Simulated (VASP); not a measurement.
A run of VASP 6.6.1 is set up as follows.

Contents of INCAR:

```
ALGO = Normal
EDIFF = 1E-6
ENCUT = 520
GGA = PS
ISIF = 2
ISMEAR = 0
LASPH = True
LCHARG = True
LELF = True
LREAL = False
LVHAR = True
LWAVE = False
NBANDS = 17
NELM = 60
PREC = Accurate
SIGMA = 0.5
```

KPOINTS

```
k-points
0
Gamma
  10 10 10
```

File POSCAR:

```
SnSe
1.0
    0.0000000000      2.9758100000      2.9758100000
    2.9758100000      0.0000000000      2.9758100000
    2.9758100000      2.9758100000      0.0000000000
Sn Se
1 1
Direct
    0.0000000000      0.0000000000      0.0000000000
    0.5000000000      0.5000000000      0.5000000000
```

Potentials or basis: VASP PAW PBE potentials, release 64 (Sn_d, Se).

Command:

```sh
$ cat potpaw_PBE.64/Sn_d/POTCAR potpaw_PBE.64/Se/POTCAR > POTCAR
$ mpirun -np 1 vasp_std > vasp.out
```

Q: Estimate the pressure.

A: -0.1 GPa.

Q: Predict the band gap on the k mesh.

A: 0.48 eV, indirect (least direct gap 0.58 eV).

Caveat: the PAW data sets were made with another functional, which shifts forces and pressure a little; spin-orbit coupling is left out, which moves the levels of the heavy elements. A k mesh can miss the band edges.
